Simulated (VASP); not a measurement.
Wanted: the native input for a VASP 6.6.1 run.

```yaml
Task: single point
Functional: PBEsol
Potentials_or_basis: VASP PAW PBE potentials, release 64 (As)
Cutoff: 520 eV
k_mesh: 9 × 9 × 9
Occupations: fermi-dirac, width 0.05 eV
Spin: no spin polarisation
Ladder: free
Further_INCAR_settings: ALGO = Normal; EDIFF = 1e-07; NBANDS = 12
```

The structure of As lies in POSCAR:

```
As
1.0
    1.8807968987      1.0858785957      3.5140619945
   -1.8807968987      1.0858785957      3.5140619945
    0.0000000000     -2.1717571915      3.5140619945
As
2
Direct
    0.2260000000      0.2260000000      0.2260000000
    0.7740000000      0.7740000000      0.7740000000
```

These files were run (other wordings do the same):

INCAR

```
SYSTEM = As
  PREC = Accurate
  ENCUT = 520
  EDIFF = 1E-7
  ISMEAR = -1
  SIGMA = 0.05
  LREAL = .False.
  LASPH = .True.
  NELM = 60
  ALGO = Normal
  ISIF = 2
  LWAVE = .False.
  LCHARG = .False.
  GGA = PS
  NBANDS = 12
```

KPOINTS

```
Automatic mesh
0
Gamma
  9 9 9
  0 0 0
```

Potentials or basis: VASP PAW PBE potentials, release 64 (As).

Command:

```bash
$ cat potpaw_PBE.64/As/POTCAR > POTCAR
$ mpirun -np 1 vasp_std > vasp.out
```

Results of the run:

```
Pressure               : 0.7 GPa
Largest force          : 0.440 eV/Å
Band gap on the k mesh : none (metal or under the smearing width)
```

Caveat: the PAW data sets were made with another functional, which shifts forces and pressure a little.

Run time: 13 s on 1 thread of Intel(R) Xeon(R) 6975P-C (Granite Rapids), on a shared host, peak memory 0.19 GiB.
